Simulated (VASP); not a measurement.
Write the native input for VASP 6.6.1 that does the following.

```
Task                   : single point
Functional             : PBE
Potentials or basis    : VASP PAW PBE potentials, release 64 (Ag)
Cutoff                 : 520 eV
k mesh                 : 11 × 11 × 11
Occupations            : gaussian, width 0.0261 eV
Spin                   : no spin polarisation
Dipole correction      : no
Further INCAR settings : ALGO = Normal; EDIFF = 1e-06; NBANDS = 12
```

The structure of Ag lies in POSCAR:

```
Ag
1.0
   -2.1173370000      2.1173370000      2.1173370000
    2.1173370000     -2.1173370000      2.1173370000
    2.1173370000      2.1173370000     -2.1173370000
Ag
1
Direct
    0.0000000000      0.0000000000      0.0000000000
```

The cell was built by a generator and needn't be a form met in nature.

These files were run (other wordings do the same):

INCAR

```
SYSTEM = Ag
PREC     = Accurate       ! precision mode
ENCUT    = 520            ! plane-wave cutoff, eV
EDIFF    = 1E-6           ! SCF threshold, eV
ISMEAR   = 0              ! smearing method
SIGMA    = 0.0261         ! smearing width, eV
LREAL    = .False.        ! projectors in reciprocal space
LASPH    = .True.         ! aspherical terms in the spheres
NELM     = 60             ! most SCF steps
ALGO     = Normal         ! electronic algorithm
ISIF     = 2              ! what is computed and relaxed
LWAVE    = .False.        ! write WAVECAR
LCHARG   = .False.        ! write CHGCAR
GGA      = PE             ! functional
NBANDS   = 12             ! bands
```

KPOINTS

```
regular mesh
0
Gamma
  11 11 11
  0 0 0
```

Potentials or basis: VASP PAW PBE potentials, release 64 (Ag).

Run with:

```bash
$ cat potpaw_PBE.64/Ag/POTCAR > POTCAR
$ mpirun -np 1 vasp_std > vasp.out
```

It gave:

The pressure is -7.7 GPa and the band gap on the k mesh is none (metal or under the smearing width).

It took 10 s on 1 thread of AMD EPYC 9R45 96-Core Processor (Zen 5), on a shared host, peak memory 0.13 GiB.
